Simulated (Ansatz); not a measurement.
GeO$_{2}$ (rutile, space group No. 136), DFT-LDA in the program Ansatz with PAW potentials, all energies at zero smearing, with the estimated change up to a 700 eV cutoff added, with one set of potentials and settings (totals compare only within such a set). Cell of 6 atoms (2 Ge, 4 O): -10653.037 eV.

```tsv
element	reference phase	E (eV/atom)
Ge	Fd-3m, 2 atoms in the cell	-4215.7216
O	C2/m, 4 atoms in the cell, spin-polarised	-552.6518
```

Formation energy per atom, worked out: (-10653.037 − 2×(-4215.7216) − 4×(-552.6518))/6 = -1.831 eV/atom (-177 kJ per mol of atoms), at 0 K, without zero-point energy or fitted corrections.

Space group P4_2/mnm (rutile). Symmetry was held in the LDA relaxation; phonons on a q-mesh show no instability. The references are the lowest solids computed at this level, not always the standard phases (solids in place of the gases).

Potentials: the later of the program's two PAW sets.
